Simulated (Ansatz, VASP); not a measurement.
# As in two plane-wave programs

Wanted: the spread between two codes on one cell, functional and k mesh. The cell is taken from a series of runs on this material, whose earlier steps may have relaxed, scaled, displaced or heated it; both programs get it as it stands.

Calculated with Ansatz 0.2.0; plane waves, with VASP 6.6.1 beside it; single point at PBE, spin-orbit coupling.

### 1. Starting point

The cell holds 4 atoms: 4 As. Its edges and angles: a = 4.611 Å, b = 3.678 Å, c = 28.000 Å, α = 90.0°, β = 90.0°, γ = 90.0°. Vacuum lies along c.

### 2. VASP: single point, PBE, spin-orbit coupling, pair 1

A single point gives forces, pressure and levels at one fixed geometry, so differences don't come from the geometry; what else differs is listed under the comparison.

Lines of VASP's logs that name or quote its potential files are left out, and so is its time.

File INCAR:

```
SYSTEM = As
PREC = Accurate
ENCUT = 400
EDIFF = 1E-06
NELM = 200
ISMEAR = -1
SIGMA = 0.02
LREAL = .FALSE.
ALGO = Normal
GGA = PE
LNONCOLLINEAR = .TRUE.
MAGMOM = 0 0 0 0 0 0 0 0 0 0 0 0
NBANDS = 32
GGA_COMPAT = .FALSE.
LASPH = .TRUE.
LSORBIT = .TRUE.
LORBIT = 11
LWAVE = .FALSE.
LCHARG = .FALSE.
ISIF = 2
LDIPOL = .TRUE.
IDIPOL = 3
DIPOL = 0.5 0.5 0.5
LVHAR = .TRUE.
EFERMI = MIDGAP
NELMDL = -8
KPAR = 2
```

File POSCAR:

```
As
1.0
    4.6113238274      0.0000000000      0.0000000000
    0.0000000000      3.6780245980      0.0000000000
    0.0000000000      0.0000000000     28.0000000000
As
4
Direct
    0.0655052574      0.0000000000      0.5429426542
    0.4344947426      0.5000000000      0.5429426542
    0.5655052574      0.5000000000      0.4570573458
    0.9344947426      0.0000000000      0.4570573458
```

File KPOINTS:

```
Automatic mesh
0
Gamma
4 6 1
0 0 0
```

PAW data sets: As (PBE family, release 64).

Run with:

```bash
mpirun -np 2 vasp_ncl
```

Numbers of over 12 decimals in the logs are rounded to 6 here.

What it wrote:

```text
[banner, memory and clock lines left out]
running    2 mpi-ranks, on    1 nodes
 distrk:  each k-point on    1 cores,    2 groups
 distr:  one band on    1 cores,    1 groups

 POSCAR found type information on POSCAR As
 POSCAR found :  1 types and       4 ions
 LDA part: xc-table for (Slater+PW92), standard interpolation
 POSCAR, INCAR and KPOINTS ok, starting setup
 FFT: planning ... GRIDC
 FFT: planning ... GRID_SOFT
 FFT: planning ... GRID
 WAVECAR not read
 entering main loop
       N       E                     dE             d eps       ncg     rms          rms(c)
DAV:   1     0.131775775575E+03    0.13178E+03   -0.48551E+03   776   0.674E+02
DAV:   2     0.162985633356E+01   -0.13015E+03   -0.12422E+03  1224   0.141E+02
DAV:   3    -0.180153180682E+02   -0.19645E+02   -0.19515E+02   944   0.613E+01
DAV:   4    -0.186716386109E+02   -0.65632E+00   -0.65354E+00  1024   0.142E+01
DAV:   5    -0.186832908601E+02   -0.11652E-01   -0.11637E-01   936   0.175E+00
DAV:   6    -0.186836382734E+02   -0.34741E-03   -0.34737E-03  1048   0.308E-01
DAV:   7    -0.186836507128E+02   -0.12439E-04   -0.12438E-04   960   0.467E-02
DAV:   8    -0.186836512861E+02   -0.57332E-06   -0.57333E-06   936   0.943E-03    0.470E+00
DAV:   9    -0.186152193152E+02    0.68432E-01   -0.31658E-02   832   0.933E-01    0.282E+00
DAV:  10    -0.185682545744E+02    0.46965E-01   -0.77273E-02   872   0.144E+00    0.190E-01
DAV:  11    -0.185672833534E+02    0.97122E-03   -0.17676E-03  1000   0.234E-01    0.127E-01
DAV:  12    -0.185654401056E+02    0.18432E-02   -0.16443E-03   936   0.195E-01    0.537E-02
DAV:  13    -0.185646928365E+02    0.74727E-03   -0.47345E-04   992   0.981E-02    0.324E-02
DAV:  14    -0.185648095544E+02   -0.11672E-03   -0.33737E-04   840   0.778E-02    0.233E-02
[...]
DAV:  18    -0.185656422990E+02   -0.13664E-03   -0.28504E-06   800   0.665E-03    0.392E-03
DAV:  19    -0.185657173546E+02   -0.75056E-04   -0.60823E-06   824   0.843E-03    0.123E-03
DAV:  20    -0.185657638578E+02   -0.46503E-04   -0.25147E-06   696   0.478E-03    0.830E-04
DAV:  21    -0.185657922207E+02   -0.28363E-04   -0.18663E-06   808   0.382E-03    0.454E-04
DAV:  22    -0.185658028910E+02   -0.10670E-04   -0.30820E-07   752   0.174E-03    0.413E-04
DAV:  23    -0.185658060324E+02   -0.31414E-05   -0.67061E-08   736   0.812E-04    0.238E-04
DAV:  24    -0.185658073128E+02   -0.12804E-05   -0.12845E-08   584   0.424E-04    0.105E-04
DAV:  25    -0.185658081703E+02   -0.85744E-06   -0.98831E-09   648   0.330E-04
   1 F= -.18565808E+02 E0= -.18565808E+02  d E =-.410597E-09  mag=     0.0000     0.0000    -0.0000
```

From OUTCAR (step 2):

```text
ion  position               nearest neighbor table
   1  0.066  0.000  0.543-   4 2.48   2 2.51   2 2.51
   2  0.434  0.500  0.543-   3 2.48   1 2.51   1 2.51
   3  0.566  0.500  0.457-   2 2.48   4 2.51   4 2.51
   4  0.934  0.000  0.457-   1 2.48   3 2.51   3 2.51

  LATTYP: Found a simple orthorhombic cell.
 ALAT       =     3.6780245980
 B/A-ratio  =     1.2537501326
 C/A-ratio  =     7.6127821481

 Subroutine GETGRP returns: Found  8 space group operations
 (whereof  4 operations were pure point group operations)

The static configuration has the point symmetry C_2h.
 The point group associated with its full space group is D_2h.

 Found     12 irreducible k-points:

   k-points           NKPTS =     12   k-points in BZ     NKDIM =     12   number of bands    NBANDS=     32

   dimension x,y,z NGX =    30 NGY =   24 NGZ =  192
   dimension x,y,z NGXF=    60 NGYF=   48 NGZF=  384

   ENCUT  =  400.0 eV  29.40 Ry    5.42 a.u.   7.52  6.00 45.66*2*pi/ulx,y,z

   NELECT =      20.0000    total number of electrons

 k-points in reciprocal lattice and weights: Automatic mesh
   0.00000000  0.00000000  0.00000000       0.042
   0.25000000  0.00000000  0.00000000       0.083
   0.50000000  0.00000000  0.00000000       0.042
   0.00000000  0.16666667  0.00000000       0.083
   0.25000000  0.16666667  0.00000000       0.167
   0.50000000  0.16666667  0.00000000       0.083
   0.00000000  0.33333333  0.00000000       0.083
   0.25000000  0.33333333  0.00000000       0.167
   0.50000000  0.33333333  0.00000000       0.083
   0.00000000  0.50000000  0.00000000       0.042
   0.25000000  0.50000000  0.00000000       0.083
   0.50000000  0.50000000  0.00000000       0.042

 dipolmoment           0.000000      0.000000     -0.000000 electrons x Angstroem

 average (electrostatic) potential at core
       1 -57.5954       2 -57.5954       3 -57.5954       4 -57.5954

 E-fermi :  -2.4956

 k-point     1 :       0.0000    0.0000    0.0000
  band No.  band energies     occupation
    ...
     16      -4.5597      1.00000
     17      -3.9861      1.00000
     18      -3.9861      1.00000
     19      -2.8737      1.00000
     20      -2.8737      1.00000
     21      -2.1176      0.00000
     22      -2.1176      0.00000
     23      -0.6908      0.00000
     24      -0.6908      0.00000
     25      -0.1890      0.00000
    ...

 k-point     2 :       0.2500    0.0000    0.0000
  band No.  band energies     occupation
    ...
     16      -4.1511      1.00000
     17      -3.9832      1.00000
     18      -3.9832      1.00000
     19      -3.3439      1.00000
     20      -3.3439      1.00000
     21      -1.3478      0.00000
     22      -1.3478      0.00000
     23      -1.1828      0.00000
     24      -1.1828      0.00000
     25      -0.4120      0.00000
    ...

 k-point     3 :       0.5000    0.0000    0.0000
  band No.  band energies     occupation
    ...
     16      -4.5747      1.00000
     17      -3.4535      1.00000
     18      -3.4535      1.00000
     19      -3.4535      1.00000
     20      -3.4535      1.00000
     21      -1.2891      0.00000
     22      -1.2891      0.00000
     23      -1.2891      0.00000
     24      -1.2891      0.00000
     25       0.0093      0.00000
    ...

  Total        0.4919325      1.3017295      0.2906535      0.0000000      0.0000000     -0.0000000
  in kB        1.6596550      4.3917038      0.9805911      0.0000000      0.0000000     -0.0000000
  external PRESSURE =       2.3439833 kB  Pullay stress =       0.0000000 kB

  energy-cutoff  :      400.00
  volume of cell :      474.90
      direct lattice vectors                 reciprocal lattice vectors
     4.611323827  0.000000000  0.000000000     0.216857466  0.000000000  0.000000000
     0.000000000  3.678024598  0.000000000     0.000000000  0.271885077  0.000000000
     0.000000000  0.000000000 28.000000000     0.000000000  0.000000000  0.035714286

 POSITION                                       TOTAL-FORCE (eV/Angst)
 -----------------------------------------------------------------------------------
      0.30207      0.00000     15.20239        -0.013970      0.000000      0.063378
      2.00360      1.83901     15.20239         0.013970      0.000000      0.063378
      2.60773      1.83901     12.79761        -0.013970      0.000000     -0.063378
      4.30926      0.00000     12.79761         0.013970     -0.000000     -0.063378
 -----------------------------------------------------------------------------------
    total drift:                               -0.000000      0.000000      0.000000

  FREE ENERGIE OF THE ION-ELECTRON SYSTEM (eV)
  ---------------------------------------------------
  free  energy   TOTEN  =       -18.5658081703 eV

  energy  without entropy=      -18.5658081698  energy(sigma->0) =      -18.56580817

 vacuum level on the upper side and lower side of the slab         1.707         1.707

 Spin-Orbit-Coupling matrix elements
 Ion:    1  E_soc:     -0.0249224
 Ion:    2  E_soc:     -0.0249224
 Ion:    3  E_soc:     -0.0249224
 Ion:    4  E_soc:     -0.0249224

 total charge
# of ion       s       p       d       tot
------------------------------------------
    1        1.292   1.378   0.043   2.713
    2        1.292   1.378   0.043   2.713
    3        1.292   1.378   0.043   2.713
    4        1.292   1.378   0.043   2.713
--------------------------------------------------
tot          5.167   5.513   0.172  10.852

 magnetization (x)
# of ion       s       p       d       tot
------------------------------------------
    1        0.000   0.000   0.000   0.000
    2        0.000   0.000   0.000   0.000
    3        0.000   0.000   0.000   0.000
    4        0.000   0.000   0.000   0.000
--------------------------------------------------
tot          0.000   0.000   0.000   0.000

 magnetization (y)
# of ion       s       p       d       tot
------------------------------------------
    1       -0.000   0.000  -0.000  -0.000
    2        0.000  -0.000   0.000   0.000
    3        0.000  -0.000   0.000   0.000
    4       -0.000   0.000  -0.000  -0.000
--------------------------------------------------
tot          0.000   0.000   0.000   0.000

 magnetization (z)
# of ion       s       p       d       tot
------------------------------------------
    1        0.000   0.000   0.000   0.000
    2        0.000   0.000   0.000   0.000
    3        0.000   0.000   0.000   0.000
    4        0.000   0.000   0.000   0.000
--------------------------------------------------
tot          0.000   0.000   0.000   0.000

[... 3 further parts left out ...]
```

### 3. Ansatz: single point, PBE, spin-orbit coupling, pair 1

Ansatz runs on its PAW fully relativistic soft_1 files.

The same cell, functional, mesh and smearing now go to Ansatz, which takes its cutoff from its data sets.

File input.yaml:

```yaml
crystal:
  lattice:
    - [4.6113238274, 0.0, 0.0]
    - [0.0, 3.678024598, 0.0]
    - [0.0, 0.0, 28.0]
  atoms:
    - { symbol: As, position: [0.0655052574, 0.0, 0.5429426542] }
    - { symbol: As, position: [0.4344947426, 0.5, 0.5429426542] }
    - { symbol: As, position: [0.5655052574, 0.5, 0.4570573458] }
    - { symbol: As, position: [0.9344947426, 0.0, 0.4570573458] }
  periodic: [true, true, false]
kpoints:
  mp_grid: { grid: [4, 6, 1] }
  band_path:
    path:
      - [0.0, 0.0, 0.0]
      - [0.5, 0.0, 0.0]
      - [0.5, 0.5, 0.0]
      - [0.0, 0.5, 0.0]
      - [0.35, 0.0, 0.0]
    npoints: 1
hamiltonian:
  xc: pbe
  pseudopotentials: { kind: paw_fr, azcp: { folder: soft_1 } }
scf:
  occupations: { method: fermi_dirac, width: 0.02 }
  n_extra_bands: 10
magnetization:
  noncollinear: true
  spin_orbit: true
output:
  eigenvalues: true
```

Run with:

```bash
ansatz run input.yaml --threads 8 --pin off --max-ram 17510MiB --backend cpu --events-out ev --progress --plain --runs-dir out
```

What it wrote:

```text
scf.n_extra_bands = 10 over 60 filled bands (N_el = 60.0): the run solves 70 bands
Engine: ansatz 0.2.0, x86_64-unknown-linux-gnu
Pseudopotentials: kind: paw_fr
Pseudopotential: As, paw, valence charge 15, recommended cutoff 420 eV (normal), soft_1/As.paw.azcp
Functional definition: PBE
  parameter kappa = 0.804
  parameter beta = 0.066725
  exchange = pbe_x(kappa = kappa, mu = beta*pi^2/3)
  correlation = pbe_c(beta = beta)
non-collinear run that drives no moment, with spin-orbit: no starting moment large enough to seed its density (crystal.atoms[].spin), no starting occupations that ask for one, no magnetisation constraint and no magnetic field, so the semilocal B_xc is pinned to zero
Crystal: 4 atoms, lattice volume = 474.896 Å³
Basis set: ecut = 420 eV, 9287 PW (Γ)
Bands: 70, of which v1, the nominal top of the filled ones, is band 60 counted from 1 (59 counted from 0)
Symmetry: 8 space group operations + 8 with time reversal
Magnetic group: BNS 53.322 (UNI 420), of the structure as read, at distance tolerance 7.8e-5 Å
k-points: 12 of 24
Projection manifold: j_resolved (fully-relativistic pseudo-atomic orbitals)
Non-local potential: As, projectors of the file, resolved by j, l = 0: 2, l = 1: 4, l = 2: 6, l = 3: 2
PAW form: soft (Blöchl's): semilocal exchange-correlation on the pseudo side does not see the compensation charge
PAW one-centre angular grid: As, 590 points (default); XC on 96 Gauss nodes
Initial density: superposition of atomic densities (neutral atoms: chi_scale 0, normalization atom)
Initial wavefunctions: pseudopotential atomic-orbital guess
Functional: x = pbe(κ = 0.804, μ = 0.219515), c = pbe(β = 0.066725)
iter 1 solved again at ethr=9.23e-4 eV; its pass at ethr=3.10e-3 eV (dr2=5.54e-1 eV) is discarded
SCF iter   1: F=—  HF=-19425.007205 eV  |F-HF|=—  |Δ(HF+E_count)|=         —  Δρ=1.21e-2  dr2=5.55e-1  dr2_m=0.00e0 (ungated)  ethr=9.23e-4  |M|=0.00e0 ∫|m|=0.00e0 μB  |m|>n=0.0e0 m-floor=0.0e0 τ_xc=0.0e0  β_m=0.30  ⟨swp⟩=2.1  Hψ=2893  notcnv=0
preconditioner: auto → Resta (q_TF=auto, 1.933 Å⁻¹)  ε∞=1.8  [insulator: Δε(μ)=0.931 eV  Ē_g=8.651 eV  σ=0.020 eV  W_gap=1.00  n_scr=60 (ndim 8)  ℏωp=7.6 eV  f_vac=0.760  D(μ)=0.00/eV (n_scr^D=0)  ε∞_Penn≈1.8  vacuum switching on, ρ_ref=5.4e-3 e/Å³]
spin=Noncollinear: Resta preconditioning applied to the charge; magnetization (m_x, m_y, m_z) channels mix plain (no charge-response kernel on spin).
SCF iter   2: F=—  HF=-19424.959068 eV  |F-HF|=—  |Δ(HF+E_count)|=   4.81e-2  Δρ=8.61e-3  dr2=2.75e-1  dr2_m=0.00e0 (ungated)  ethr=9.23e-4  |M|=0.00e0 ∫|m|=0.00e0 μB  |m|>n=0.0e0 m-floor=0.0e0 τ_xc=0.0e0  β_m=0.65  ⟨swp⟩=2.2  Hψ=547  notcnv=0
SCF iter   3: F=—  HF=-19424.921280 eV  |F-HF|=—  |Δ(HF+E_count)|=   3.78e-2  Δρ=7.10e-4  dr2=1.73e-3  dr2_m=0.00e0 (ungated)  ethr=4.58e-4  |M|=0.00e0 ∫|m|=0.00e0 μB  |m|>n=0.0e0 m-floor=0.0e0 τ_xc=0.0e0  β_m=0.63  ⟨swp⟩=4.3  Hψ=692  notcnv=0
SCF iter   4: F=—  HF=-19424.920413 eV  |F-HF|=—  |Δ(HF+E_count)|=   8.67e-4  Δρ=2.84e-4  dr2=2.52e-4  dr2_m=0.00e0 (ungated)  ethr=2.88e-6  |M|=0.00e0 ∫|m|=0.00e0 μB  |m|>n=0.0e0 m-floor=0.0e0 τ_xc=0.0e0  β_m=0.77  ⟨swp⟩=3.2  Hψ=973  notcnv=0  defer=6
SCF iter   5: F=—  HF=-19424.920537 eV  |F-HF|=—  |Δ(HF+E_count)|=   1.24e-4  Δρ=4.57e-5  dr2=7.37e-6  dr2_m=0.00e0 (ungated)  ethr=4.20e-7  |M|=0.00e0 ∫|m|=0.00e0 μB  |m|>n=0.0e0 m-floor=0.0e0 τ_xc=0.0e0  β_m=0.80  ⟨swp⟩=2.8  Hψ=623  notcnv=0  defer=6
SCF iter   6: F=—  HF=-19424.920546 eV  |F-HF|=—  |Δ(HF+E_count)|=   8.71e-6  Δρ=9.80e-6  dr2=7.36e-7  dr2_m=0.00e0 (ungated)  ethr=1.23e-8  |M|=0.00e0 ∫|m|=0.00e0 μB  |m|>n=0.0e0 m-floor=0.0e0 τ_xc=0.0e0  β_m=0.76  ⟨swp⟩=3.9  Hψ=1039  notcnv=0  defer=6
SCF iter   7: F=-19424.920546 eV  HF=-19424.920546 eV  |F-HF|=8.16e-9  |Δ(HF+E_count)|=   7.47e-8  Δρ=3.59e-6  dr2=4.46e-8  dr2_m=0.00e0 (ungated)  ethr=1.67e-10  |M|=0.00e0 ∫|m|=0.00e0 μB  |m|>n=0.0e0 m-floor=0.0e0 τ_xc=0.0e0  ⟨swp⟩=10.4  Hψ=1879  notcnv=0
SCF 1 converged in 7 iterations: F = -19424.920546 eV  dr2 = 4.46e-8
  greatest PAW one-centre occupation: 0.999 electrons in one spin orbital (limit 2), on the As atom at site 1 (counted from 0), in its partial waves of l = 2
NSCF: frozen V_eff on 5 k-points
SCF converged after 7 iterations
Magnetization: |M| = 0.0000 μB,  M = (+0.0000, +0.0000, +0.0000) μB
Absolute magnetization: 0.0000 μB (∫|m|)
  site 0: m = (+0.0000, +0.0000, +0.0000) μB, |m| = 0.0000 μB  (R = 1.02 Å)
  site 1: m = (+0.0000, +0.0000, +0.0000) μB, |m| = 0.0000 μB  (R = 1.02 Å)
  site 2: m = (+0.0000, +0.0000, +0.0000) μB, |m| = 0.0000 μB  (R = 1.02 Å)
  site 3: m = (+0.0000, +0.0000, +0.0000) μB, |m| = 0.0000 μB  (R = 1.02 Å)
Free energy (F): -19424.920546 eV
Harris-Foulkes:  -19424.920546 eV  (|F-HF|=8.16e-9)
Internal energy: -19424.920546 eV  (E = F + TS)
E sigma→0 (E₀):  -19424.920546 eV
Fermi energy:    -4.203173 eV
--- Per-component energies (eV) ---
  E_band       = -1811.423111
  E_kinetic    = 385.335113
  E_local      = -114239.608696  (includes V_loc(G=0)·N_el)
  E_nonlocal   = -1570.626015
  E_hartree    = 57178.041796
  E_xc         = -279.525396
  E_vxc        = -291.927817  (∫ρ·V_xc dr)
  E_paw        = -8055.414243  (= ΣΔE_a)
  E_vpaw       = -450.663843  (= ΣTr[D̂ρ^β])
  E_aug_tail   = -0.000021  (compensation charges beyond the density's cutoff)
  E_ewald      = 47156.876916
  E_smearing   = -0.000000  (= −TS)
  E_closure    = -0.000000  (closes the sum)
  Σ components = -19424.920546   (vs F -19424.920546, Δ=0.00e0)
--- Band table (eV; the first three rows and the last of 12) ---
  k-point 0: bands = [... 56 lower, -5.6815, -5.6815, -4.5869, -4.5869, -3.8194, -3.8194, -2.3700, -2.3700, ... 6 higher]
  k-point 1: bands = [... 56 lower, -6.0692, -6.0692, -4.8195, -4.8195, -3.5613, -3.5613, -2.4837, -2.4837, ... 6 higher]
  k-point 2: bands = [... 56 lower, -6.0756, -6.0756, -5.5537, -5.5537, -3.6414, -3.6414, -2.9103, -2.9103, ... 6 higher]
  k-point 11: bands = [... 56 lower, -6.0801, -6.0801, -5.9703, -5.9703, -1.9289, -1.9289, -1.8604, -1.8604, ... 6 higher]
  ° read free of the cell's end (the report's vacuum.weakly_bound_levels)
```

### 4. Side by side

Known differences besides the potentials themselves: spin-orbit coupling enters by fully relativistic files in Ansatz and inside the spheres in VASP; Ansatz cuts the interaction across the vacuum, VASP repeats the sheet with a dipole correction; the data sets hold 60 valence electrons in Ansatz (on its PAW fully relativistic soft_1 files) and 20 in VASP; the cutoff is 420 eV in Ansatz and 400 eV in VASP. Total energies have different zeros and are not compared.

The two programs side by side:

```csv
quantity,Ansatz,VASP,difference
gap on the k mesh (eV),0.768,0.756,+0.011
```

A gap on the mesh is an upper bound, since the band edges may lie between its points. With vacuum in the cell, a pressure given here is an average over mostly empty space and none of the material.

(Part 1 of 2 ends here.)

[Lines on the potential files, build, host, timing and source positions are cut from VASP's logs without a mark.]

[Logs are printed without paths, hosts, clocks, repeated set-up lines and the standing remarks that a program may print on its own settings, such as how far it seeks lower states.]

[Hosts, paths, dates, database ids (printed as entryN), source tags and the programs' standing remarks are cut or masked in the printed files.]
